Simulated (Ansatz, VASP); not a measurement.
# FeO (Wuestite) in VASP and in Ansatz

Contents of INCAR:

```
PREC = Accurate
ENCUT = 520
EDIFF = 1E-6
ISMEAR = 0
SIGMA = 0.1
LREAL = F
LASPH = T
NELM = 150
ALGO = Normal
ISIF = 2
LWAVE = F
LCHARG = T
ISPIN = 2
MAGMOM = 4 0
LORBIT = 11
LMAXMIX = 4
GGA = PE
LELF = T
LVHAR = T
NBANDS = 18
```

File KPOINTS:

```
Automatic mesh
0
Gamma
  9 9 9
```

The input POSCAR:

```
FeO
1.0
    1.5188209023      0.8768916568      2.5195772846
   -1.5188209023      0.8768916568      2.5195772846
    0.0000000000     -1.7537833135      2.5195772846
Fe O
1 1
Direct
    0.0000000000      0.0000000000      0.0000000000
    0.5000000000      0.5000000000      0.5000000000
```

Input for Ansatz:

```yaml
crystal:
  lattice:
    - [1.5188209023, 0.8768916568, 2.5195772846]
    - [-1.5188209023, 0.8768916568, 2.5195772846]
    - [0.0, -1.7537833135, 2.5195772846]
  atoms:
    - { symbol: Fe, position: [0.0, 0.0, 0.0], spin: 4.0 }
    - { symbol: O, position: [0.5, 0.5, 0.5] }
basis:
  ecutwfc: 420
kpoints:
  mp_grid: { grid: [9, 9, 9] }
hamiltonian:
  xc: pbe
scf:
  occupations: { method: gaussian, width: 0.1 }
  lower_state_search: "off"
output:
  forces: true
  stress: true
  eigenvalues: true
  populations: true
magnetization:
  spin_polarized: true
```

Alike in both runs: task single point; functional PBE; k mesh 9 × 9 × 9; occupations gaussian, width 0.1 eV; collinear spin.

```csv
,VASP,Ansatz
version,VASP 6.6.1,Ansatz 0.2.0
potentials or method,"VASP PAW PBE potentials, release 64 (Fe, O)","scalar-relativistic, plane waves, PAW"
plane-wave cutoff (eV),520,420
valence electrons in the cell,14,22
```

|  | VASP | Ansatz | Ansatz less VASP |
| --- | --- | --- | --- |
| gap on the k mesh at the Fermi level (eV) | none | none | - |
| pressure (GPa) | -1.2 | -1.2 | -0.02 |
| largest component of the traceless stress (GPa) | 0.75 | 0.72 | -0.031 |
| net moment per atom (μB) | 2.00 | 2.00 | +0.001 |
| size of the moment on the site where the two differ most (μB) | 3.62 | 3.45 | -0.167 |

Site moments also hang on the region over which each program counts them. A gap of «none» marks a metal or a gap that the smearing closes. The two sets of potentials don't hold the same shells in valence.

Caveats: a cell with one magnetic atom can't hold antiferromagnetic order, which such compounds often take; semilocal functionals often make such compounds metallic where correlation or magnetic order opens a gap, which also shifts bond lengths. With open d or f shells a metallic result of PBE can be an artefact of self-interaction; +U or a hybrid may open a gap.
